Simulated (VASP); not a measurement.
**VASP inputs for MgS (rocksalt)**

INCAR, step 1 (ground state)

```
NELM = 120
SIGMA = 0.01
LWAVE = .TRUE.
ISMEAR = 0
GGA = PE
LCHARG = .FALSE.
ENCUT = 500
EDIFF = 1E-7
PREC = Accurate
LREAL = .FALSE.
LASPH = .TRUE.
```

INCAR, step 2 (empty bands)

```
ISTART = 1
ENCUT = 500
LWAVE = .TRUE.
LOPTICS = .TRUE.
NBANDS = 113
EDIFF = 1E-7
GGA = PE
NELM = 1
SIGMA = 0.01
PREC = Accurate
LCHARG = .FALSE.
LASPH = .TRUE.
ISMEAR = 0
ALGO = Exact
LREAL = .FALSE.
```

INCAR, step 3 (GW)

```
NBANDS = 113
LASPH = .TRUE.
LWAVE = .FALSE.
NELM = 120
SIGMA = 0.01
ENCUTGW = 120
ENCUT = 500
ISMEAR = 0
ENCUTGWSOFT = 120
NBANDSGW = 16
LCHARG = .FALSE.
NELMGW = 3
ALGO = EVGW0
GGA = PE
EDIFF = 1E-7
ISTART = 1
LREAL = .FALSE.
NOMEGA = 64
PRECFOCK = Fast
PREC = Accurate
```

KPOINTS

```
KPOINTS created by Atomic Simulation Environment
0
Gamma
6 6 6
0 0 0
```

POSCAR

```
Mg S
 1.0000000000000000
     0.0000000000000000    2.6015179371121850    2.6015179371121850
     2.6015179371121850   -0.0000000000000000    2.6015179371121850
     2.6015179371121850    2.6015179371121850   -0.0000000000000000
 Mg  S
   1   1
Cartesian
 -0.0000000000000000 -0.0000000000000000  0.0000000000000000
  2.6015179371121850  2.6015179371121850  2.6015179371121850
```

VASP ran with the GW set of PAW datasets (16 valence electrons in the cell).

Q: Predict the results.

A: PBE gap on the mesh 2.78 eV; G₀W₀ gap on the mesh 4.24 eV.

Q: How does updating the eigenvalues in G change the gap?

A: Gap on the mesh by iteration: 4.24, 4.45, 4.49 eV.
